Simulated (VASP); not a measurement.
# O2CH2 in VASP: a series of runs

One molecule, O2CH2, is run at these levels: PBE+D3(BJ), HSE06+D3(BJ), r2SCAN+rVV10; tasks: single point, vibrations by finite differences.

Program: VASP 6.6.1. These are calculated values, not measurements. Logs are shortened: lines on timing, memory, paths and dates and some standing lists are left out, and cuts for length are marked.

**1. Starting point**

The cell holds a molecule in a box, 5 atoms: a = 13.343 Å, b = 13.843 Å, c = 14.343 Å, α = 90.00°, β = 90.00°, γ = 90.00°.

**2. Single point, PBE+D3(BJ)**

File INCAR:

```
  PREC = Accurate
  ENCUT = 520
  EDIFF = 1E-6
  ISMEAR = 0
  SIGMA = 0.01
  LREAL = F
  LASPH = T
  NELM = 80
  ALGO = Normal
  ISIF = 2
  LWAVE = F
  LCHARG = F
  GGA = PE
  IVDW = 12
  ISYM = 0
```

File KPOINTS:

```
regular mesh
0
Gamma
  1 1 1
```

File POSCAR:

```
H2CO2                                   
1.0
   13.3432429698      0.0000000000      0.0000000000
    0.0000000000     13.8432429698      0.0000000000
    0.0000000000      0.0000000000     14.3432429698
  O               C               H             
     2     1     2
Selective dynamics
Direct
     0.4420683951000015    0.5019878909999989    0.4046502002000025   F   F   F
     0.4652420945895595    0.5217029547137875    0.5587183188790956   T   T   T
     0.4973776199387130    0.4995011382512229    0.4711228218909583   T   T   T
     0.5780737703576755    0.4793311471325375    0.4675715125725587   T   T   T
     0.5208020018519630    0.5154738693646139    0.6027250126853977   T   T   T
```

Potentials or basis: VASP PAW PBE potentials, release 64 (O, C, H).

Run with:

```sh
cat potpaw_PBE.64/O/POTCAR potpaw_PBE.64/C/POTCAR potpaw_PBE.64/H/POTCAR > POTCAR
mpirun -np 4 vasp_gam > vasp.out
```

OUTCAR:

```text
PREC = Accurate
   ENCUT = 520
   EDIFF = 1E-6
   ISMEAR = 0
   LREAL = F
   LASPH = T
   NELM = 80
   ISIF = 2
   GGA = PE
   IVDW = 12
   ISYM = 0
 IVDW          = 12

 ion  position               nearest neighbor table
   1  0.442  0.502  0.405-   3 1.21
   2  0.465  0.522  0.559-   5 0.98   3 1.36
   3  0.497  0.500  0.471-   4 1.11   1 1.21   2 1.36
   4  0.578  0.479  0.468-   3 1.11
   5  0.521  0.515  0.603-   2 0.98

IMPORTANT INFORMATION: All symmetrisations will be switched off!
NOSYMM: (Re-)initialisation of all symmetry stuff for point group C_1.

----------------------------------------------------------------------------------------

                                     Primitive cell

  volume of cell :    2649.3943

  direct lattice vectors                    reciprocal lattice vectors
    13.343242970  0.000000000  0.000000000     0.074944300  0.000000000  0.000000000
     0.000000000 13.843242970  0.000000000     0.000000000  0.072237409  0.000000000
     0.000000000  0.000000000 14.343242970     0.000000000  0.000000000  0.069719240

  length of vectors
    13.343242970 13.843242970 14.343242970     0.074944300  0.072237409  0.069719240

  position of ions in fractional coordinates (direct lattice)
     0.442068395  0.501987891  0.404650200
     0.465242095  0.521702955  0.558718319
     0.497377620  0.499501138  0.471122822
     0.578073770  0.479331147  0.467571513
     0.520802002  0.515473869  0.602725013

  ion indices of the primitive-cell ions
   primitive index   ion index
                 1           1
                 2           2
                 3           3
                 4           4
                 5           5

----------------------------------------------------------------------------------------

 KPOINTS: regular mesh

Automatic generation of k-mesh.
 Grid dimensions read from file:
 generate k-points for:    1    1    1

 Generating k-lattice:

  Cartesian coordinates                     Fractional coordinates (reciprocal lattice)
     0.074944300  0.000000000  0.000000000     1.000000000  0.000000000  0.000000000
     0.000000000  0.072237409  0.000000000     0.000000000  1.000000000  0.000000000
     0.000000000  0.000000000  0.069719240     0.000000000  0.000000000  1.000000000

  Length of vectors
     0.074944300  0.072237409  0.069719240

  Shift w.r.t. Gamma in fractional coordinates (k-lattice)
     0.000000000  0.000000000  0.000000000

 Subroutine IBZKPT returns following result:
 ===========================================

 Found      1 irreducible k-points:

 Following reciprocal coordinates:
            Coordinates               Weight
  0.000000  0.000000  0.000000      1.000000
   k-points           NKPTS =      1   k-points in BZ     NKDIM =      1   number of bands    NBANDS=     16
   number of dos      NEDOS =    301   number of ions     NIONS =      5
   total plane-waves  NPLWV = ******
   dimension x,y,z NGX =   100 NGY =  108 NGZ =  108
   dimension x,y,z NGXF=   200 NGYF=  216 NGZF=  216
   ions per type =               2   1   2
   NGX,Y,Z   is equivalent  to a cutoff of  12.46, 12.97, 12.52 a.u.
   NGXF,Y,Z  is equivalent  to a cutoff of  24.92, 25.94, 25.04 a.u.
 SYSTEM =  unknown system
   PREC   = accura    normal or accurate (medium, high low for compatibility)
   ISTART =      0    job   : 0-new  1-cont  2-samecut
   ICHARG =      2    charge: 1-file 2-atom 10-const
   ISPIN  =      1    spin polarized calculation?
   LNONCOLLINEAR =      F non collinear calculations
   LSORBIT =      F    spin-orbit coupling
   LASPH  =      T    aspherical Exc in radial PAW
   ENCUT  =  520.0 eV  38.22 Ry    6.18 a.u.  24.81 25.74 26.67*2*pi/ulx,y,z
   NELM   =     80;   NELMIN=  2; NELMDL= -5     # of ELM steps
   EDIFF  = 0.1E-05   stopping-criterion for ELM
   LREAL  =      F    real-space projection
   EDIFFG = 0.1E-04   stopping-criterion for IOM
   NSW    =      0    number of steps for IOM
   IBRION =     -1    ionic relax: 0-MD 1-quasi-New 2-CG
   NFREE  =      0    steps in history (QN), initial steepest desc. (CG)
   ISIF   =      2    stress and relaxation
   ISYM   =      0    0-nonsym 1-usesym 2-fastsym
   POTIM  = 0.5000    time-step for ionic-motion
   TEBEG  =    0.0;   TEEND  =   0.0 temperature during run
   PSTRESS=    0.0 pullay stress
   NELECT =      18.0000    total number of electrons
   NUPDOWN=      -1.0000    fix difference up-down
   EMIN   =  10.00;   EMAX   =-10.00  energy-range for DOS
   EFERMI =   0.00;   METHOD = LEGACY
   ISMEAR =     0;   SIGMA  =   0.01  broadening in eV -4-tet -1-fermi 0-gaus
   EFERMI_NEDOS =   21; number of points for ismear=-14 and -15
   IALGO  =     38    algorithm
   IMIX   =      4    mixing-type and parameters
     AMIX     =   0.40;   BMIX     =  1.00
     AMIX_MAG =   1.60;   BMIX_MAG =  1.00
  volume/ion in A,a.u.               =     529.88      3575.80
  Fermi-wavevector in a.u.,A,eV,Ry     =   0.310063  0.585934  1.308053  0.096139
  Thomas-Fermi vector in A             =   1.187351
   LORBIT       =      0    0 simple, 1 ext, 2 COOP (PROOUT), +10 PAW based schemes
   GGA     = PE    functional components
   LHFCALC =     F    Hartree Fock is set to
   AEXX    =    0.0000 exact exchange contribution
   IVDW    =    12    specifies the selected vdW correction
   LEPSILON=     F    determine dielectric tensor
   LRPA    =     F    only Hartree local field effects (RPA)
 non-spin polarized calculation
 Gauss-broadening in eV      SIGMA  =   0.01
  energy-cutoff  :      520.00
  volume of cell :     2649.39
 maximum number of plane-waves:     35660
 NGX is ok and might be reduce to    98
   NGX = 49   NGY = 51   NGZ = 53

 number of electron      17.9999997 magnetization

 Free energy of the ion-electron system (eV)
  ---------------------------------------------------
  ext. energy  EPLUGINS =         0.00000000
  ---------------------------------------------------
  free energy    TOTEN  =       -29.73445312 eV

  energy without entropy =      -29.73445312  energy(sigma->0) =      -29.73445312

 E-fermi :  -6.7401     XC(G=0):  -0.3606

 val. band max:       -6.8101314986   @ k =   0.0000   0.0000   0.0000
 cond. band min:      -1.5946556441   @ k =   0.0000   0.0000   0.0000
 fundamental gap:      5.2154758546
 Fermi energy:        -6.7400532115

 k-point     1 :       0.0000    0.0000    0.0000
  band No.  band energies     occupation
      1     -27.9090      2.00000
      2     -25.9240      2.00000
      3     -15.9197      2.00000
      4     -14.3542      2.00000
      5     -11.0467      2.00000
      6     -11.0219      2.00000
[... 8 lines left out ...]
     15       0.5923      0.00000
     16       0.7267      0.00000

------------------------ aborting loop because EDIFF is reached ----------------------------------------

 Edisp (eV)   -0.04918

 E8    (eV) :    -0.0137

  FORCE on cell =-STRESS in cart. coord.  units (eV):
  Direction    XX          YY          ZZ          XY          YZ          ZX
  --------------------------------------------------------------------------------------
  -------------------------------------------------------------------------------------
  Total      -0.17222    -0.09172    -0.09924     0.01610    -0.00027     0.00362
  in kB      -0.10415    -0.05547    -0.06002     0.00974    -0.00016     0.00219
  external pressure =       -0.07 kB  Pullay stress =        0.00 kB

 VOLUME and BASIS-vectors are now :
 -----------------------------------------------------------------------------
  energy-cutoff  :      520.00
  volume of cell :     2649.39
      direct lattice vectors                 reciprocal lattice vectors
    13.343242970  0.000000000  0.000000000     0.074944300  0.000000000  0.000000000
     0.000000000 13.843242970  0.000000000     0.000000000  0.072237409  0.000000000
     0.000000000  0.000000000 14.343242970     0.000000000  0.000000000  0.069719240

 POSITION                                       TOTAL-FORCE (eV/Angst)
 -----------------------------------------------------------------------------------
      5.89863      6.94914      5.80400         0.011689     -0.005658     -0.015147
      6.20784      7.22206      8.01383         0.026671      0.001781      0.048441
      6.63663      6.91472      6.75743         0.007427     -0.004845     -0.015425
      7.71338      6.63550      6.70649        -0.033044      0.011760      0.019298
      6.94919      7.13583      8.64503        -0.012744     -0.003037     -0.037168
 -----------------------------------------------------------------------------------
    total drift:                                0.000866      0.000182      0.000166

  FREE ENERGIE OF THE ION-ELECTRON SYSTEM (eV)
  ---------------------------------------------------
  free  energy   TOTEN  =       -29.7836381135 eV

  energy  without entropy=      -29.7836381135  energy(sigma->0) =      -29.78363811
```

It took 80 s on 4 MPI ranks of Intel Xeon 6975P-C (Granite Rapids), shared host; peak memory 0.71 GiB.

What came out:

```
Free energy                     : -29.7836 eV
Largest force                   : 0.055 eV/Å
Gap between the frontier levels : 5.22 eV
Dispersion energy per atom      : -0.010 eV
```

Forces on the atoms (eV/Å):
```
O    0.012 -0.006 -0.015
O    0.027  0.002  0.048
C    0.007 -0.005 -0.015
H   -0.033  0.012  0.019
H   -0.013 -0.003 -0.037
```

Caveat: the standard files for N, O and F lose accuracy on very short bonds.

**3. Single point, PBE+D3(BJ)**

Edit INCAR of step 2 so:

```diff
@@ -1,3 +1,3 @@
   PREC = Accurate
-  ENCUT = 520
+  ENCUT = 250
   EDIFF = 1E-6
```

KPOINTS is that of step 2.

POSCAR is that of step 2.

Potentials or basis: VASP PAW PBE potentials, release 64 (O, C, H).

Run with:

```sh
cat potpaw_PBE.64/O/POTCAR potpaw_PBE.64/C/POTCAR potpaw_PBE.64/H/POTCAR > POTCAR
mpirun -np 4 vasp_gam > vasp.out
```

OUTCAR:

```text
PREC = Accurate
   ENCUT = 250
   EDIFF = 1E-6
   ISMEAR = 0
   LREAL = F
   LASPH = T
   NELM = 80
   ISIF = 2
   GGA = PE
   IVDW = 12
   ISYM = 0
 IVDW          = 12

 ion  position               nearest neighbor table
   1  0.442  0.502  0.405-   3 1.21
   2  0.465  0.522  0.559-   5 0.98   3 1.36
   3  0.497  0.500  0.471-   4 1.11   1 1.21   2 1.36
   4  0.578  0.479  0.468-   3 1.11
   5  0.521  0.515  0.603-   2 0.98

IMPORTANT INFORMATION: All symmetrisations will be switched off!
NOSYMM: (Re-)initialisation of all symmetry stuff for point group C_1.

----------------------------------------------------------------------------------------

                                     Primitive cell

  volume of cell :    2649.3943

  direct lattice vectors                    reciprocal lattice vectors
    13.343242970  0.000000000  0.000000000     0.074944300  0.000000000  0.000000000
     0.000000000 13.843242970  0.000000000     0.000000000  0.072237409  0.000000000
     0.000000000  0.000000000 14.343242970     0.000000000  0.000000000  0.069719240

  length of vectors
    13.343242970 13.843242970 14.343242970     0.074944300  0.072237409  0.069719240

  position of ions in fractional coordinates (direct lattice)
     0.442068395  0.501987891  0.404650200
     0.465242095  0.521702955  0.558718319
     0.497377620  0.499501138  0.471122822
     0.578073770  0.479331147  0.467571513
     0.520802002  0.515473869  0.602725013

  ion indices of the primitive-cell ions
   primitive index   ion index
                 1           1
                 2           2
                 3           3
                 4           4
                 5           5

----------------------------------------------------------------------------------------

 KPOINTS: regular mesh

Automatic generation of k-mesh.
 Grid dimensions read from file:
 generate k-points for:    1    1    1

 Generating k-lattice:

  Cartesian coordinates                     Fractional coordinates (reciprocal lattice)
     0.074944300  0.000000000  0.000000000     1.000000000  0.000000000  0.000000000
     0.000000000  0.072237409  0.000000000     0.000000000  1.000000000  0.000000000
     0.000000000  0.000000000  0.069719240     0.000000000  0.000000000  1.000000000

  Length of vectors
     0.074944300  0.072237409  0.069719240

  Shift w.r.t. Gamma in fractional coordinates (k-lattice)
     0.000000000  0.000000000  0.000000000

 Subroutine IBZKPT returns following result:
 ===========================================

 Found      1 irreducible k-points:

 Following reciprocal coordinates:
            Coordinates               Weight
  0.000000  0.000000  0.000000      1.000000
   k-points           NKPTS =      1   k-points in BZ     NKDIM =      1   number of bands    NBANDS=     16
   number of dos      NEDOS =    301   number of ions     NIONS =      5
   total plane-waves  NPLWV = 403200
   dimension x,y,z NGX =    70 NGY =   72 NGZ =   80
   dimension x,y,z NGXF=   140 NGYF=  144 NGZF=  160
   ions per type =               2   1   2
   NGX,Y,Z   is equivalent  to a cutoff of   8.72,  8.65,  9.27 a.u.
   NGXF,Y,Z  is equivalent  to a cutoff of  17.44, 17.29, 18.54 a.u.
 SYSTEM =  unknown system
   PREC   = accura    normal or accurate (medium, high low for compatibility)
   ISTART =      0    job   : 0-new  1-cont  2-samecut
   ICHARG =      2    charge: 1-file 2-atom 10-const
   ISPIN  =      1    spin polarized calculation?
   LNONCOLLINEAR =      F non collinear calculations
   LSORBIT =      F    spin-orbit coupling
   LASPH  =      T    aspherical Exc in radial PAW
   ENCUT  =  250.0 eV  18.37 Ry    4.29 a.u.  17.20 17.85 18.49*2*pi/ulx,y,z
   NELM   =     80;   NELMIN=  2; NELMDL= -5     # of ELM steps
   EDIFF  = 0.1E-05   stopping-criterion for ELM
   LREAL  =      F    real-space projection
   EDIFFG = 0.1E-04   stopping-criterion for IOM
   NSW    =      0    number of steps for IOM
   IBRION =     -1    ionic relax: 0-MD 1-quasi-New 2-CG
   NFREE  =      0    steps in history (QN), initial steepest desc. (CG)
   ISIF   =      2    stress and relaxation
   ISYM   =      0    0-nonsym 1-usesym 2-fastsym
   POTIM  = 0.5000    time-step for ionic-motion
   TEBEG  =    0.0;   TEEND  =   0.0 temperature during run
   PSTRESS=    0.0 pullay stress
   NELECT =      18.0000    total number of electrons
   NUPDOWN=      -1.0000    fix difference up-down
   EMIN   =  10.00;   EMAX   =-10.00  energy-range for DOS
   EFERMI =   0.00;   METHOD = LEGACY
   ISMEAR =     0;   SIGMA  =   0.01  broadening in eV -4-tet -1-fermi 0-gaus
   EFERMI_NEDOS =   21; number of points for ismear=-14 and -15
   IALGO  =     38    algorithm
   IMIX   =      4    mixing-type and parameters
     AMIX     =   0.40;   BMIX     =  1.00
     AMIX_MAG =   1.60;   BMIX_MAG =  1.00
  volume/ion in A,a.u.               =     529.88      3575.80
  Fermi-wavevector in a.u.,A,eV,Ry     =   0.310063  0.585934  1.308053  0.096139
  Thomas-Fermi vector in A             =   1.187351
   LORBIT       =      0    0 simple, 1 ext, 2 COOP (PROOUT), +10 PAW based schemes
   GGA     = PE    functional components
   LHFCALC =     F    Hartree Fock is set to
   AEXX    =    0.0000 exact exchange contribution
   IVDW    =    12    specifies the selected vdW correction
   LEPSILON=     F    determine dielectric tensor
   LRPA    =     F    only Hartree local field effects (RPA)
 non-spin polarized calculation
 Gauss-broadening in eV      SIGMA  =   0.01
  energy-cutoff  :      250.00
  volume of cell :     2649.39
 maximum number of plane-waves:     11877
 NGX is ok and might be reduce to    70
   NGX = 35   NGY = 35   NGZ = 37

 number of electron      17.9999987 magnetization

 Free energy of the ion-electron system (eV)
  ---------------------------------------------------
  ext. energy  EPLUGINS =         0.00000000
  ---------------------------------------------------
  free energy    TOTEN  =       -29.92058688 eV

  energy without entropy =      -29.92058688  energy(sigma->0) =      -29.92058688

 E-fermi :  -6.7758     XC(G=0):  -0.5031

 val. band max:       -6.8939685922   @ k =   0.0000   0.0000   0.0000
 cond. band min:      -1.5209407291   @ k =   0.0000   0.0000   0.0000
 fundamental gap:      5.3730278632
 Fermi energy:        -6.7758133688

 k-point     1 :       0.0000    0.0000    0.0000
  band No.  band energies     occupation
      1     -28.4460      2.00000
      2     -26.4750      2.00000
      3     -16.1961      2.00000
      4     -14.4979      2.00000
      5     -11.2684      2.00000
      6     -11.1706      2.00000
[... 8 lines left out ...]
     15       0.4939      0.00000
     16       0.5798      0.00000

------------------------ aborting loop because EDIFF is reached ----------------------------------------

 Edisp (eV)   -0.04918

 E8    (eV) :    -0.0137

  FORCE on cell =-STRESS in cart. coord.  units (eV):
  Direction    XX          YY          ZZ          XY          YZ          ZX
  --------------------------------------------------------------------------------------
  -------------------------------------------------------------------------------------
  Total     -24.59364   -23.56265   -23.27073     0.31034    -0.06123     0.31623
  in kB     -14.87260   -14.24913   -14.07259     0.18767    -0.03703     0.19124
  external pressure =      -14.40 kB  Pullay stress =        0.00 kB

 VOLUME and BASIS-vectors are now :
 -----------------------------------------------------------------------------
  energy-cutoff  :      250.00
  volume of cell :     2649.39
      direct lattice vectors                 reciprocal lattice vectors
    13.343242970  0.000000000  0.000000000     0.074944300  0.000000000  0.000000000
     0.000000000 13.843242970  0.000000000     0.000000000  0.072237409  0.000000000
     0.000000000  0.000000000 14.343242970     0.000000000  0.000000000  0.069719240

 POSITION                                       TOTAL-FORCE (eV/Angst)
 -----------------------------------------------------------------------------------
      5.89863      6.94914      5.80400         0.360386      0.017448      0.546901
      6.20784      7.22206      8.01383         0.124300      0.100038      0.889387
      6.63663      6.91472      6.75743        -0.296765     -0.108312     -1.064563
      7.71338      6.63550      6.70649         0.183474     -0.042152      0.007677
      6.94919      7.13583      8.64503        -0.371396      0.032978     -0.379401
 -----------------------------------------------------------------------------------
    total drift:                                0.001711      0.000035     -0.000123

  FREE ENERGIE OF THE ION-ELECTRON SYSTEM (eV)
  ---------------------------------------------------
  free  energy   TOTEN  =       -29.9697718727 eV

  energy  without entropy=      -29.9697718727  energy(sigma->0) =      -29.96977187
```

It took 29 s on 4 MPI ranks of Intel Xeon 6975P-C (Granite Rapids), shared host; peak memory 0.29 GiB.

The run converged, but a check on its numbers failed (symmetry, net force, bounds or a known fault of this set-up), so they aren't taken as properties of the molecule.

Caveat: the cutoff lies under the usual one of these potentials, so the numbers hold a large basis-set error; the standard files for N, O and F lose accuracy on very short bonds.

(Part 1 of 2 ends here.)
